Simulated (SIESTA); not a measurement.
Runs of SIESTA 5.4.2 on Ni. Symmetry: Fm-3m, No. 225, cubic system. The conventional cell has a = 3.475 Å, b = 3.475 Å, c = 3.475 Å, α = 90.00°, β = 90.00°, γ = 90.00°. Ni (site symmetry m-3m) has 12 Ni at 2.46 Å as nearest neighbours. 

```tsv
task	level	potentials or basis	k mesh	energy shift	gap on the mesh (eV)	pressure (GPa)	moment (μB)
single point	PBEsol	PseudoDojo 0.4 standard (PBEsol files), DZP (energy shift 0.003 Ry; two zetas on semicore shells)	13 × 13 × 13	0.003 Ry	none	-2.2	0.63
single point	PBE	PseudoDojo 0.4 standard (PBE files), DZP (energy shift 0.002 Ry)	13 × 13 × 13	0.002 Ry	none	8.0	0.63
band structure	LDA	PseudoDojo 0.4 standard (LDA files), DZP (energy shift 0.003 Ry; two zetas on semicore shells)	13 × 13 × 13	0.003 Ry	none	-10.6	(a)
band structure	PBEsol	PseudoDojo 0.4 standard (PBEsol files), DZP (energy shift 0.003 Ry; two zetas on semicore shells)	13 × 13 × 13	0.003 Ry	none	-2.2	0.63
```

Alike in all rows: spin collinear, ferromagnetic start; cell as given; smearing fermi-dirac 0.05 eV; grid cutoff 800 Ry.

Question: Fill in the values left out.

Answer: (a) 0.62.

Caveats: the basis of atomic orbitals isn't converged, which shifts pressures, moduli and gaps; short orbitals over semicore shells can move pressures by several GPa (some runs); semicore shells carry a single zeta, which can move pressures by several GPa and volumes by a few percent (some runs).

A k mesh can miss the band edges.

A gap of «none» marks a metal or a gap under the smearing width.

Not every run made on this cell is shown here.
